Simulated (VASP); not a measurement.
# Settings for Pb: relaxation of the cell

Pb, Im-3m (no. 229), 1 atom in the cell. AM05; PAW potentials Pb_d (PBE set). VASP 6.6.1. The cell is changed on purpose: volume scaled by 1.1.

Wanted: cell volume within 0.2 %; lattice lengths within 0.1 %; shortest distances from each atom, periodic images included within 0.005 Å.

What the run is for: cell; Accuracy asked: standard.

The series start from Plane-wave cutoff (eV): 360; Smearing width (eV): 0.07; k-point mesh: 10 × 10 × 10; Relaxation passes: 2; Ionic threshold (EDIFFG): -0.005; Electronic threshold (eV): 1e-6; Precision mode (PREC): Accurate; Relaxation algorithm: IBRION=2 POTIM=0.5. Each series keeps the choices made before it, and each single choice may use up half of a tolerance. Times cover all steps of a run.

## Plane-wave cutoff (eV)

| Plane-wave cutoff (eV) | Cell volume (Å³) | Lattice lengths, largest deviation against the largest value | Shortest distances from each atom, periodic images included, largest deviation (Å) | Time (s) |
|---|---|---|---|---|
| 240 | 29.73 | 0.47 % | 0.0159 | 24 |
| 280 | 29.94 | 0.24 % | 0.0081 | 29 |
| 310 | 29.68 | 0.53 % | 0.0182 | 68 |
| 360 | 29.9 | 0.29 % | 0.0097 | 31 |
| 420 | 30.13 | 0.027 % | 0.0009 | 111 |
| 500 | 30.05 | 0.12 % | 0.0040 | 62 |
| 620 (reference) | 30.16 | 0 % | 0.0000 | 66 |

Chosen: 620; the next looser run is off by more than half of the tolerance, so convergence isn't shown beyond this value.

## Smearing width (eV)

| Smearing width (eV) | Cell volume (Å³) | Lattice lengths, largest deviation against the largest value | Shortest distances from each atom, periodic images included, largest deviation (Å) | Time (s) |
|---|---|---|---|---|
| 0.3 | 30.2 | 0.052 % | 0.0018 | 241 |
| 0.2 | 30.11 | 0.051 % | 0.0017 | 207 |
| 0.15 | 30.15 | 0.0047 % | 0.0002 | 325 |
| 0.1 | 30.16 | 0.00088 % | 0.0000 | 259 |
| 0.07 | 30.16 | 0.0029 % | 0.0001 | 66 |
| 0.04 (reference) | 30.15 | 0 % | 0.0000 | 72 |

Chosen: 0.15, the loosest value from which every tighter one stays within half of the tolerance.

## k-point mesh

| k-point mesh | Cell volume (Å³) | Lattice lengths, largest deviation against the largest value | Shortest distances from each atom, periodic images included, largest deviation (Å) | Time (s) |
|---|---|---|---|---|
| 4 × 4 × 4 | 29.3 | 0.89 % | 0.0301 | 31 |
| 5 × 5 × 5 | 31.39 | 1.4 % | 0.0477 | 32 |
| 7 × 7 × 7 | 29.73 | 0.41 % | 0.0139 | 44 |
| 8 × 8 × 8 | 30.2 | 0.11 % | 0.0037 | 53 |
| 10 × 10 × 10 | 30.15 | 0.058 % | 0.0020 | 325 |
| 13 × 13 × 13 (reference) | 30.1 | 0 % | 0.0000 | 111 |

Chosen: 13 × 13 × 13; the next looser run is off by more than half of the tolerance, so convergence isn't shown beyond this value.

## Relaxation passes

| Relaxation passes | Cell volume (Å³) | Lattice lengths, largest deviation against the largest value | Shortest distances from each atom, periodic images included, largest deviation (Å) | Time (s) |
|---|---|---|---|---|
| 1 | 30.1 | 0 % | 0.0000 | 87 |
| 2 | 30.1 | 0 % | 0.0000 | 111 |
| 3 (reference) | 30.1 | 0 % | 0.0000 | 132 |

Chosen: 1.

## Ionic threshold (EDIFFG)

| Ionic threshold (EDIFFG) | Cell volume (Å³) | Lattice lengths, largest deviation against the largest value | Shortest distances from each atom, periodic images included, largest deviation (Å) | Time (s) |
|---|---|---|---|---|
| -0.05 | 29.97 | 0.15 % | 0.0050 | 72 |
| -0.02 | 30.1 | 0 % | 0.0000 | 86 |
| -0.01 | 30.1 | 0 % | 0.0000 | 101 |
| -0.005 | 30.1 | 0 % | 0.0000 | 87 |
| -0.002 (reference) | 30.1 | 0 % | 0.0000 | 119 |

Chosen: -0.02.

## Electronic threshold (eV)

| Electronic threshold (eV) | Cell volume (Å³) | Lattice lengths, largest deviation against the largest value | Shortest distances from each atom, periodic images included, largest deviation (Å) | Time (s) |
|---|---|---|---|---|
| 0.0001 | 30.44 | 0.38 % | 0.0128 | 92 |
| 1e-5 | 30.22 | 0.13 % | 0.0045 | 87 |
| 1e-6 | 30.1 | 0.0029 % | 0.0001 | 86 |
| 1e-7 (reference) | 30.1 | 0 % | 0.0000 | 79 |

Chosen: 1e-6.

## Precision mode (PREC)

| Precision mode (PREC) | Cell volume (Å³) | Lattice lengths, largest deviation against the largest value | Shortest distances from each atom, periodic images included, largest deviation (Å) | Time (s) |
|---|---|---|---|---|
| Normal | 30.1 | 0.00059 % | 0.0000 | 38 |
| Accurate (reference) | 30.1 | 0 % | 0.0000 | 86 |

Chosen: Normal.

## Relaxation algorithm

| Relaxation algorithm | Cell volume (Å³) | Lattice lengths, largest deviation against the largest value | Shortest distances from each atom, periodic images included, largest deviation (Å) | Time (s) |
|---|---|---|---|---|
| IBRION=2 POTIM=0.5 | 30.1 | 0 % | 0.0000 | 38 |
| IBRION=2 POTIM=0.2 | 30.07 | 0.029 % | 0.0010 | 44 |
| IBRION=1 POTIM=0.5 | 30.12 | 0.025 % | 0.0008 | 40 |
| IBRION=1 POTIM=0.2 | 30.13 | 0.033 % | 0.0011 | 50 |

Chosen: IBRION=2 POTIM=0.5; no other choice that stays within half of the tolerance saves 30 % of the time.

## All choices together

| Input | Cell volume (Å³) | Lattice lengths, largest deviation against the largest value | Shortest distances from each atom, periodic images included, largest deviation (Å) | Time (s) |
|---|---|---|---|---|
| the program's defaults (naive) | 30.99 | 0.97 % | 0.0330 | 4.4 |
| chosen settings | 30.1 | 0.012 % | 0.0004 | 38 |
| reference settings throughout | 30.11 | 0 % | 0.0000 | 108 |

The chosen settings stay within the tolerance of the reference run, but the reference itself isn't shown to be converged in: Plane-wave cutoff (eV), k-point mesh.

Values of the reference run: Lattice lengths: 3.394, 3.394, 3.394 Å; Shortest distances from each atom, periodic images included: 3.394, 3.394, 3.394, 3.394 Å.

## The input

INCAR.step1:
```
  GGA = AM
  ISMEAR = 0
  SIGMA = 0.15
  LWAVE = False
  LCHARG = False
  NSW = 80
  PREC = Normal
  LASPH = True
  LREAL = False
  ALGO = Normal
  EDIFF = 1E-6
  NELM = 120
  GGA_COMPAT = False
  IBRION = 2
  ISIF = 3
  EDIFFG = -0.02
  NELMIN = 4
  ENCUT = 620
  POTIM = 0.5
```

INCAR.step2, as INCAR.step1 but for:
```
- NSW = 80
- IBRION = 2
- ISIF = 3
- EDIFFG = -0.02
- NELMIN = 4
- POTIM = 0.5
+ ISIF = 2
```

KPOINTS:
```
Automatic mesh
0
Gamma
  13 13 13
  0 0 0
```

POSCAR.step1:
```
Pb
1.0
   -2.0435632061      2.0435632061      2.0435632061
    2.0435632061     -2.0435632061      2.0435632061
    2.0435632061      2.0435632061     -2.0435632061
Pb
1
Direct
    0.0000000000      0.0000000000      0.0000000000
```

Commands (each step's output is kept before the next begins):
```
cat potpaw_PBE.64/Pb_d/POTCAR > POTCAR
cp INCAR.step1 INCAR
cp POSCAR.step1 POSCAR
mpirun -np 1 vasp_std > vasp.out
cp CONTCAR POSCAR
cp INCAR.step2 INCAR
mpirun -np 1 vasp_std > vasp.out
```

The chosen input took VASP 6.6.1 38 s on 1 core (Intel Xeon Platinum 8488C (Sapphire Rapids)), a shared host.

## An input that fails: too few ionic steps

It gives no converged result.

Changes against the starting input:
```
- NSW = 80
- NELM = 120
+ NSW = 2
+ NELM = 63
```
